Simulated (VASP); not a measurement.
# RbBr (Fm-3m) in VASP: further runs

One crystal, RbBr, is run at these levels: r2SCAN; tasks: single point.

Program: VASP 6.6.1. These are calculated values, not measurements. Logs are shortened: lines on timing, memory, paths and dates and some standing lists are left out, and cuts for length are marked.

## 1. Starting point

It takes space group Fm-3m (No. 225, cubic). Conventional cell: a = 6.854 Å, b = 6.854 Å, c = 6.854 Å, α = 90.00°, β = 90.00°, γ = 90.00°. Rb (site symmetry m-3m) is surrounded by 6 Br at 3.43 Å. Br (site symmetry m-3m) is surrounded by 6 Rb at 3.43 Å.

## 2. Single point, r2SCAN

File INCAR:

```
PREC     = Accurate       # precision mode
ENCUT    = 400            # plane-wave cutoff, eV
EDIFF    = 1E-6           # SCF threshold, eV
ISMEAR   = 0              # smearing method
SIGMA    = 0.05           # smearing width, eV
LREAL    = False          # projectors in reciprocal space
LASPH    = False          # aspherical terms in the spheres
NELM     = 100            # most SCF steps
ALGO     = Normal         # electronic algorithm
ISIF     = 2              # what is computed and relaxed
LWAVE    = False          # write WAVECAR
LCHARG   = False          # write CHGCAR
METAGGA  = R2SCAN         # meta-GGA
LMIXTAU  = True         
NBANDS   = 15             # bands
ADDGRID  = False
```

File KPOINTS:

```
Automatic mesh
0
Gamma
  6 6 6
```

File POSCAR:

```
RbBr
1.0
    0.0000000000      3.4270000000      3.4270000000
    3.4270000000      0.0000000000      3.4270000000
    3.4270000000      3.4270000000      0.0000000000
Rb Br
1 1
Direct
   -0.0027730000      0.0260310000     -0.0127250000
    0.5081730000      0.5251300000      0.4723360000
```

Potentials or basis: VASP PAW PBE potentials, release 64 (Rb_sv, Br).

Command:

```
$ cat potpaw_PBE.64/Rb_sv/POTCAR potpaw_PBE.64/Br/POTCAR > POTCAR
$ mpirun -np 1 vasp_std > vasp.out
```

OUTCAR:

```text
PREC = Accurate
   ENCUT = 400
   EDIFF = 1E-6
   ISMEAR = 0
   LREAL = False
   LASPH = False
   NELM = 100
   ISIF = 2
   METAGGA = R2SCAN
     LASPH = .TRUE.)

 Found    112 irreducible k-points:

 Following reciprocal coordinates:
            Coordinates               Weight
  0.000000  0.000000  0.000000      1.000000
  0.166667  0.000000  0.000000      2.000000
  0.000000  0.166667  0.000000      2.000000
  0.000000  0.000000  0.166667      2.000000
  0.166667  0.166667  0.166667      2.000000
  0.333333  0.000000  0.000000      2.000000
   k-points           NKPTS =    112   k-points in BZ     NKDIM =    112   number of bands    NBANDS=     15
   number of dos      NEDOS =    301   number of ions     NIONS =      2
   total plane-waves  NPLWV =  32768
   dimension x,y,z NGX =    32 NGY =   32 NGZ =   32
   dimension x,y,z NGXF=    64 NGYF=   64 NGZF=   64
   ions per type =               1   1
   NGX,Y,Z   is equivalent  to a cutoff of  10.98, 10.98, 10.98 a.u.
   NGXF,Y,Z  is equivalent  to a cutoff of  21.95, 21.95, 21.95 a.u.
 SYSTEM =  unknown system
   PREC   = accura    normal or accurate (medium, high low for compatibility)
   ISTART =      0    job   : 0-new  1-cont  2-samecut
   ICHARG =      2    charge: 1-file 2-atom 10-const
   ISPIN  =      1    spin polarized calculation?
   LNONCOLLINEAR =      F non collinear calculations
   LSORBIT =      F    spin-orbit coupling
   LASPH  =      F    aspherical Exc in radial PAW
   ENCUT  =  400.0 eV  29.40 Ry    5.42 a.u.   7.90  7.90  7.90*2*pi/ulx,y,z
   NELM   =    100;   NELMIN=  2; NELMDL= -5     # of ELM steps
   EDIFF  = 0.1E-05   stopping-criterion for ELM
   LREAL  =      F    real-space projection
   EDIFFG = 0.1E-04   stopping-criterion for IOM
   NSW    =      0    number of steps for IOM
   IBRION =     -1    ionic relax: 0-MD 1-quasi-New 2-CG
   NFREE  =      0    steps in history (QN), initial steepest desc. (CG)
   ISIF   =      2    stress and relaxation
   ISYM   =      2    0-nonsym 1-usesym 2-fastsym
   POTIM  = 0.5000    time-step for ionic-motion
   TEBEG  =    0.0;   TEEND  =   0.0 temperature during run
   PSTRESS=    0.0 pullay stress
   NELECT =      16.0000    total number of electrons
   NUPDOWN=      -1.0000    fix difference up-down
   EMIN   =  10.00;   EMAX   =-10.00  energy-range for DOS
   EFERMI =   0.00;   METHOD = LEGACY
   ISMEAR =     0;   SIGMA  =   0.05  broadening in eV -4-tet -1-fermi 0-gaus
   EFERMI_NEDOS =   21; number of points for ismear=-14 and -15
   IALGO  =     38    algorithm
   IMIX   =      4    mixing-type and parameters
     AMIX     =   0.40;   BMIX     =  1.00
     AMIX_MAG =   1.60;   BMIX_MAG =  1.00
  volume/ion in A,a.u.               =      40.25       271.61
  Fermi-wavevector in a.u.,A,eV,Ry     =   0.955412  1.805467 12.419564  0.912812
  Thomas-Fermi vector in A             =   2.084247
   LORBIT       =      0    0 simple, 1 ext, 2 COOP (PROOUT), +10 PAW based schemes
   METAGGA = R2SCAN    functional components
   LHFCALC =     F    Hartree Fock is set to
   AEXX    =    0.0000 exact exchange contribution
   IVDW    =     0    specifies the selected vdW correction
   LEPSILON=     F    determine dielectric tensor
   LRPA    =     F    only Hartree local field effects (RPA)
 non-spin polarized calculation
 Gauss-broadening in eV      SIGMA  =   0.05
  energy-cutoff  :      400.00
  volume of cell :       80.50
 maximum number of plane-waves:      1484
   NGX = 15   NGY = 15   NGZ = 15

 number of electron      16.0000000 magnetization

 Free energy of the ion-electron system (eV)
  ---------------------------------------------------
  ext. energy  EPLUGINS =         0.00000000
  ---------------------------------------------------
  free energy    TOTEN  =       -31.14848327 eV

  energy without entropy =      -31.14848327  energy(sigma->0) =      -31.14848327

 E-fermi :  -1.9460     XC(G=0):  -7.6310

 val. band max:       -2.1597636792   @ k =   0.0000   0.0000   0.0000
 cond. band min:       2.8107859919   @ k =   0.0000   0.0000   0.0000
 fundamental gap:      4.9705496710
 Fermi energy:        -1.9459681897

 k-point     1 :       0.0000    0.0000    0.0000
  band No.  band energies     occupation
      1     -27.3121      2.00000
      2     -14.7733      2.00000
      3     -10.8420      2.00000
      4     -10.8416      2.00000
      5     -10.8414      2.00000
      6      -2.1603      2.00000
      7      -2.1601      2.00000
      8      -2.1598      2.00000
      9       2.8108      0.00000
     10       5.7219      0.00000
     11       5.7255      0.00000
     12       5.7294      0.00000
     13       6.7949      0.00000
     14       6.7990      0.00000
     15       9.1766      0.00000

 k-point     2 :       0.1667    0.0000    0.0000
  band No.  band energies     occupation
      1     -27.3097      2.00000
      2     -14.7840      2.00000
      3     -10.8440      2.00000
      4     -10.8434      2.00000
      5     -10.8273      2.00000
      6      -2.4516      2.00000
      7      -2.2521      2.00000
      8      -2.2516      2.00000
      9       3.4429      0.00000
     10       5.5369      0.00000
     11       6.0623      0.00000
     12       6.0676      0.00000
     13       7.2154      0.00000
     14       7.2186      0.00000
     15      10.2573      0.00000

 k-point     3 :       0.0000    0.1667    0.0000
  band No.  band energies     occupation
      1     -27.3097      2.00000
      2     -14.7841      2.00000
      3     -10.8446      2.00000
      4     -10.8433      2.00000
      5     -10.8268      2.00000
      6      -2.4518      2.00000
      7      -2.2520      2.00000
      8      -2.2509      2.00000
      9       3.4430      0.00000
     10       5.5324      0.00000
     11       6.0630      0.00000
     12       6.0672      0.00000
     13       7.2156      0.00000
     14       7.2226      0.00000
     15      10.2570      0.00000

 k-point     4 :       0.0000    0.0000    0.1667
  band No.  band energies     occupation
      1     -27.3097      2.00000
      2     -14.7839      2.00000
      3     -10.8438      2.00000
      4     -10.8433      2.00000
      5     -10.8277      2.00000
      6      -2.4515      2.00000
      7      -2.2523      2.00000
      8      -2.2520      2.00000
      9       3.4429      0.00000
     10       5.5407      0.00000
     11       6.0634      0.00000
     12       6.0662      0.00000
     13       7.2135      0.00000
     14       7.2168      0.00000
     15      10.2576      0.00000

 k-point     5 :       0.1667    0.1667    0.1667
  band No.  band energies     occupation
      1     -27.3097      2.00000
      2     -14.7841      2.00000
      3     -10.8445      2.00000
      4     -10.8433      2.00000
      5     -10.8269      2.00000
      6      -2.4517      2.00000
      7      -2.2520      2.00000
      8      -2.2510      2.00000
      9       3.4430      0.00000
     10       5.5333      0.00000
     11       6.0627      0.00000
     12       6.0674      0.00000
     13       7.2156      0.00000
     14       7.2218      0.00000
     15      10.2571      0.00000

 k-point     6 :       0.3333    0.0000    0.0000
  band No.  band energies     occupation
      1     -27.3048      2.00000
      2     -14.8051      2.00000
      3     -10.8470      2.00000
      4     -10.8465      2.00000
      5     -10.8008      2.00000
      6      -2.9264      2.00000
      7      -2.4252      2.00000
      8      -2.4246      2.00000
      9       4.6461      0.00000
     10       5.6766      0.00000
     11       7.0140      0.00000
     12       7.0174      0.00000
     13       8.2563      0.00000
     14       8.2601      0.00000
     15      10.2817      0.00000

 [... further k-points ...]

------------------------ aborting loop because EDIFF is reached ----------------------------------------

  FORCE on cell =-STRESS in cart. coord.  units (eV):
  Direction    XX          YY          ZZ          XY          YZ          ZX
  --------------------------------------------------------------------------------------
  -------------------------------------------------------------------------------------
  Total        0.2635912      0.2351946      0.2455458     -0.0019897      0.0012944      0.0050345
  in kB        5.2464932      4.6812901      4.8873199     -0.0396025      0.0257637      0.1002063
  external PRESSURE =       4.9383677 kB  Pullay stress =       0.0000000 kB

 VOLUME and BASIS-vectors are now :
 -----------------------------------------------------------------------------
  energy-cutoff  :      400.00
  volume of cell :       80.50
      direct lattice vectors                 reciprocal lattice vectors
     0.000000000  3.427000000  3.427000000    -0.145900204  0.145900204  0.145900204
     3.427000000  0.000000000  3.427000000     0.145900204 -0.145900204  0.145900204
     3.427000000  3.427000000  0.000000000     0.145900204  0.145900204 -0.145900204

 POSITION                                       TOTAL-FORCE (eV/Angst)
 -----------------------------------------------------------------------------------
      3.47260      6.80089      3.50671        -0.074989     -0.018506      0.047238
      3.41832      3.36020      3.54113         0.074989      0.018506     -0.047238
 -----------------------------------------------------------------------------------
    total drift:                               -0.000194     -0.000269      0.000220

  FREE ENERGIE OF THE ION-ELECTRON SYSTEM (eV)
  ---------------------------------------------------
  free  energy   TOTEN  =       -31.1484832708 eV

  energy  without entropy=      -31.1484832708  energy(sigma->0) =      -31.14848327
```

It took 4.5 min on 1 thread of Intel Xeon Platinum 8375C at 2.90GHz (Ice Lake), shared host; peak memory 0.23 GiB.

These settings aren't checked as converged: the numbers below hold their error.

Results:

| Item | Value |
| --- | --- |
| Free energy | -31.1485 eV |
| Pressure | 0.5 GPa |
| Largest force | 0.091 eV/Å |
| Band gap on the k mesh | 4.97 eV, direct |

Caveat: the PAW data sets were made with another functional, which shifts forces and pressure a little.

[end of part 1 of 2]
